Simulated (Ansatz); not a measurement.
Input for Ansatz (plane-wave DFT), Ir:

```yaml
crystal:
  lattice:
    - [0.0, 1.9269646676, 1.9269646676]
    - [1.9269646676, 0.0, 1.9269646676]
    - [1.9269646676, 1.9269646676, 0.0]
  atoms:
    - { symbol: Ir, position: [0.0, 0.0, 0.0] }
basis:
  ecutwfc: 420
  xc_grid: 2
kpoints:
  mp_grid: { grid: [10, 10, 10] }
hamiltonian:
  xc: pbe
  hubbard:
    sites: [{ species: Ir, l: d, u: 4.4, j: 0.5 }]
    projectors: atomic
scf:
  occupations: { method: gaussian, width: 0.1 }
  lower_state_search: standard
  max_iter: 60
output:
  forces: true
  stress: true
  eigenvalues: true
```

Command:

```bash
ansatz run input.yaml --threads 1 --pin off --max-ram 1331MiB --backend cpu --events-out ev --progress --plain --runs-dir out
```

Output, shortened (HF is the Harris–Foulkes energy, dr2 the density residual in eV):

```text
Pseudopotential: Ir, paw, valence charge 17, recommended cutoff 420 eV (normal)
Crystal: 1 atom, lattice volume = 14.310 Å³
Basis set: ecut = 420 eV, 283 PW (Γ), exchange–correlation on 40×40×40 points (8 copies of the dense FFT grid, shifted against one another)
Bands: 13, of which v1, the nominal top of the filled ones, is band 9 counted from 1 (8 counted from 0)
Symmetry: 48 space group operations
Space group: Fm-3m (ITA 225), of the structure as read, at distance tolerance 2.4e-5 Å
k-points: 47 of 1000
Initial density: superposition of atomic densities
SCF iter   1: HF=-11932.436826 eV  Δρ=4.36e-2  dr2=1.56e-1
SCF iter   2: HF=-11932.745806 eV  Δρ=1.93e-2  dr2=1.19e-2
SCF iter   3: HF=-11932.877990 eV  Δρ=9.74e-3  dr2=1.05e-2
SCF iter   4: HF=-11932.878577 eV  Δρ=1.21e-3  dr2=6.34e-5
SCF iter   5: HF=-11932.878630 eV  Δρ=2.42e-4  dr2=4.92e-6
SCF iter   6: F=-11932.878630 eV  HF=-11932.878630 eV  Δρ=2.81e-5  dr2=4.54e-8
SCF 1 converged in 6 iterations: F = -11932.878630 eV  dr2 = 4.54e-8
SCF converged after 6 iterations
Free energy (F): -11932.878630 eV
E sigma→0 (E₀):  -11932.876304 eV
Entropy (-TS):   -0.004651 eV (-4.651 meV/atom)
Fermi energy:    24.715971 eV
--- DFT+U+J on-site energies (Liechtenstein; fll double counting; per corrected site; eV) ---
  site 0 (l=d): U=4.4000  J=0.5000  Tr N=8.5644  E_int=137.866804  E_dc=135.500125  E_U=2.366680
--- Forces (eV/Å), atoms counted from 1 ---
  atom   1  Ir    -0.00000000     0.00000000     0.00000000
--- Stress (GPa, compression-positive) ---
       -4.010671       0.000000      -0.000000
       -0.000000      -4.010671      -0.000000
        0.000000      -0.000000      -4.010671
  P = ⅓ Tr σ = -4.0107 GPa (-40.107 kbar)
```

Settings here are deliberately varied, not converged. Under a U the state reached may not be the lowest.